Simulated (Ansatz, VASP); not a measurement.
# Two plane-wave programs on As

```
As
1.0
     3.57965    0.00000    0.00000
    -1.78982    3.10007    0.00000
     0.00000    0.00000   35.37257
As
4
Direct
  0.66667 0.33333 0.24043
  0.33333 0.66667 0.20099
  0.66667 0.33333 0.36442
  0.33333 0.66667 0.32498
```

Alike in both runs: functional PBE; dispersion D3(BJ); k mesh 12 × 12 × 1; occupations gaussian, width 0.02 eV; no spin polarisation.

Ansatz relaxed the structure, and its values are those at the end. VASP's run is a single point on that final structure, the one shown.

|  | VASP | Ansatz |
| --- | --- | --- |
| version | VASP 6.6.1 | Ansatz 0.2.0 |
| potentials or method | VASP PAW PBE potentials, release 64 (As) | scalar-relativistic, plane waves, PAW |
| plane-wave cutoff (eV) | 520 | 420 |
| valence electrons in the cell | 20 | 60 |

|  | VASP | Ansatz | Ansatz less VASP |
| --- | --- | --- | --- |
| gap on the k mesh at the Fermi level (eV) | 0.70 | 0.73 | +0.022 |
| least direct gap on the mesh (eV) | 1.57 | 1.61 | +0.037 |
| rms of the force components (eV/Å) | 0.052 | 0.000 | -0.0516 |

The two sets of potentials don't hold the same shells in valence.
